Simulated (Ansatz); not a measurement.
**Migration of Ti in TiSi₂**

All numbers below come from Ansatz, DFT PBE, scalar-relativistic, plane waves, PAW. Settings: 420 eV cutoff, 4×4×4 k-mesh, shifted by half a step, Gaussian smearing of 0.10 eV, no spin polarisation.

In a supercell of 24 host sites, interstitial Ti hops to an equivalent place, moving 2.18 Å between the relaxed ends. Climbing-image nudged elastic band at fixed cell with images 0 (start) to 4 (end), the path measured over all atoms, converged to 0.05 eV/Å; the order of the saddle wasn't checked, and the small cell leaves errors of about a tenth of an eV.

Start:

```xyz
25
Lattice="4.8077 4.1352 4.2796 -4.8077 4.1352 -4.2796 -4.8077 -4.1352 4.2796" Properties=species:S:1:pos:R:3 pbc="T T T"
Ti   -1.2591    2.1064    2.1180
Ti   -5.9185    2.1109    2.0335
Ti   -3.6710   -2.1093    2.2057
Ti   -3.5908    2.0119   -2.1661
Ti   -2.3924    0.1672   -0.0091
Ti   -7.2345   -0.0405    0.0375
Ti   -0.0164   -0.0102    4.1280
Ti    0.0152    4.1771    0.0524
Si   -4.6884    4.2819   -2.8959
Si   -3.6313    0.7961    2.1364
Si   -1.2122    4.7909    2.2243
Si   -1.1989    0.6740    6.3328
Si    1.2320    3.4031    2.2056
Si   -3.5837    3.5440    2.0597
Si   -1.6185   -0.8787    2.3112
Si   -5.7969   -0.8111    2.0178
Si   -2.8356    4.6005   -1.7369
Si   -2.3787    1.3207    4.2510
Si   -4.8168    1.3378   -0.0493
Si   -0.2590    1.6900   -0.2048
Si   -2.4684    2.9071    0.0045
Si   -2.5525   -1.4554    4.3936
Si    0.0933    2.6943    4.2217
Si    0.1698    6.7391   -0.2266
Ti    2.5803    1.6972    4.4546
```

Atom 25 jumps to (4.631, 2.438, 4.455) Å.

Problem. Give the energy along the band and the structure at its top.

Solution.
```tsv
image	path (Å)	E − E(0) (eV)	Ti x (Å)	Ti y (Å)	Ti z (Å)	force on Ti (eV/Å)
0	0.00	0.000	2.580	1.697	4.455	0.01
1	3.11	-0.341	3.064	1.146	5.373	0.80
2	6.21	0.188	3.837	2.515	6.126	0.16
3	9.32	0.403	4.468	3.045	4.783	0.01
4	10.97	0.000	4.631	2.438	4.455	0.01
```

Barrier 0.40 eV. An image lies below the start, so the start isn't the lowest place along this path. Image 3:
```xyz
25
Lattice="4.8077 4.1352 4.2796 -4.8077 4.1352 -4.2796 -4.8077 -4.1352 4.2796" Properties=species:S:1:pos:R:3 pbc="T T T"
Ti   -1.2399    1.9422    2.0489
Ti   -6.1084    1.9679    2.0321
Ti   -3.6699   -2.0491    2.0550
Ti   -3.5082    1.9354   -2.1511
Ti   -2.5534    0.0197   -0.0691
Ti   -7.2020   -0.0027   -0.1313
Ti    0.0148   -0.0500    4.2526
Ti   -0.0923    4.1073   -0.0158
Si   -3.6278    4.7135   -2.2291
Si   -3.8204    0.5244    2.0155
Si   -1.0066    5.3139    2.1686
Si   -1.1470    0.5603    6.3968
Si    1.0795    3.3479    2.1038
Si   -2.6748    4.0065    1.4479
Si   -1.6535   -0.5139    2.4191
Si   -6.0621   -0.7632    2.0412
Si   -2.5105    5.6803   -0.2145
Si   -2.4418    1.2727    4.2665
Si   -4.8014    1.3673   -0.0197
Si    0.0067    1.3639   -0.1144
Si   -2.2865    2.5650   -0.2236
Si   -2.5676   -1.4482    4.3349
Si   -0.1056    2.7235    4.1971
Si    0.8972    6.8295   -1.4948
Ti    4.4677    3.0452    4.7833
```

Cost: 1 run of about 110 core-minutes, on Intel Xeon 6975P-C (Granite Rapids) (shared hosts).